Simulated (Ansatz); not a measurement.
## Formation energy of SiSe2

Level of theory: DFT, r²SCAN, scalar-relativistic, no spin polarisation; plane waves to 500 eV with PAW datasets (Ansatz 0.2.0), 6×6×6 k-mesh, Gaussian smearing of 0.05 eV. The datasets are Ansatz's generated set soft_2.

The chain of runs began from a cell as deposited in COD, expanded in volume.

Symmetry: Ibam, No. 72, orthorhombic system. Conventional cell: a = 6.403 Å, b = 9.744 Å, c = 5.887 Å, α = 90.00°, β = 90.00°, γ = 90.00°. Si (site symmetry 222) is surrounded by 4 Se at 2.28 Å. Around Se (site symmetry m) lie 2 Si at 2.28 Å. (Shells end 15 % past the nearest neighbour.)

The elements were computed in their standard states with the same datasets, cutoff and functional. Absolute energies hang on the potentials; compare differences alone.

Energy of the relaxed cell (6 atoms, smearing extrapolated to zero): -23193.738 eV. Elements, in eV/atom: Si -639.067, Se -5478.127.

Problem. What is the formation energy?

Solution. [-23193.738 − (2 × -639.067 + 4 × -5478.127)] / 6 = -0.52 eV/atom, or -50 kJ per mole of atoms.

The value is for 0 K, without zero-point energy. Uncorrected semilocal values for oxides, chalcogenides and halides often miss by tenths of an eV an atom. A negative value shows stability against the elements alone, not against other compounds or structures.

The structure is built of weakly bound chains, and this functional has no dispersion term, so their spacing and all that hangs on it (volume, the soft elastic constants, low modes, dielectric constants) are poorly given. The relaxed cell is 8 % larger in volume than the cell of this structure in the Crystallography Open Database (28.28 Å³/atom, 1982).
